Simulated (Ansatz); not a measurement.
Bands of Te

```yaml
crystal:
  lattice:
    - [0.00000, 2.41708, 2.41708]
    - [2.41708, 0.00000, 2.41708]
    - [2.41708, 2.41708, 0.00000]
  atoms:
    - { symbol: Te, position: [0.00000, 0.00000, 0.00000] }
```

The structure comes from a relaxation in the same program, started in the fcc type, and has space group Fm-3m. Whether it is a known phase or the ground state wasn't checked.

No spin–orbit coupling, which matters for the heavy atoms here.

Level of theory: DFT, PBE, all-electron LAPW, scalar-relativistic (Ansatz 0.2.0).

Settings: a Γ-centred 14×14×14 k mesh, Fermi–Dirac smearing of 0.05 eV, basis error target 0.25 meV/atom, no spin polarisation.

Points in fractions of the reciprocal vectors of this cell: Γ (0, 0, 0), X (0.5, 0, 0.5), U (0.625, 0.25, 0.625), K (0.375, 0.375, 0.75), L (0.5, 0.5, 0.5), W (0.5, 0.25, 0.75). The path joins them by straight lines in the order Γ–X–U–K–Γ–L–W–X; legs that retrace an earlier one aren't tabulated. Energies are in eV from the Fermi level.

Question: Metal or insulator at this level of theory?

Answer: No gap opens: metallic or semimetallic.

Question: Tabulate bands 10 to 14, counted from the lowest band of the run, along the path.

Answer: 
```tsv
k (1/Å)	point	band 10	band 11	band 12	band 13	band 14
0.00	Γ	-13.88	3.05	3.05	3.05	9.79
0.32		-13.52	1.63	2.15	2.15	7.63
0.65		-12.47	-1.02	0.66	0.66	5.88
0.97		-10.92	-3.77	-0.41	-0.41	4.50
1.30	X	-9.84	-5.30	-0.79	-0.79	3.82
1.41		-9.84	-5.25	-1.15	-0.74	4.01
1.53		-9.82	-5.10	-1.94	-0.61	4.23
1.64		-9.82	-4.85	-2.80	-0.39	4.48
1.76	U	-9.89	-4.50	-3.52	-0.10	4.80
1.96		-9.95	-4.38	-3.45	-0.59	5.97
2.16		-9.98	-4.42	-3.09	-1.18	7.56
2.36		-9.95	-4.38	-3.45	-0.59	5.97
2.56	K	-9.89	-4.50	-3.52	-0.10	4.80
2.90		-10.80	-4.00	-2.90	1.13	6.27
3.24		-12.33	-2.17	-0.60	2.43	8.46
3.59		-13.47	0.84	1.87	3.01	8.57
3.93	Γ	-13.88	3.05	3.05	3.05	9.79
4.22		-13.61	1.16	2.80	2.80	8.40
4.50		-12.83	-2.01	2.30	2.30	7.53
4.78		-11.71	-4.76	1.90	1.90	7.15
5.06	L	-11.00	-6.04	1.75	1.75	7.06
5.29		-10.86	-5.84	0.52	1.37	7.62
5.52		-10.47	-5.28	-1.49	0.26	7.11
5.75		-9.98	-4.42	-3.09	-1.18	7.56
5.98	W	-9.73	-3.73	-3.73	-2.10	8.12
6.14		-9.75	-4.40	-2.91	-1.95	7.13
6.30		-9.79	-4.90	-2.00	-1.54	5.58
6.47		-9.83	-5.20	-1.17	-1.04	4.33
6.63	X	-9.84	-5.30	-0.79	-0.79	3.82
```
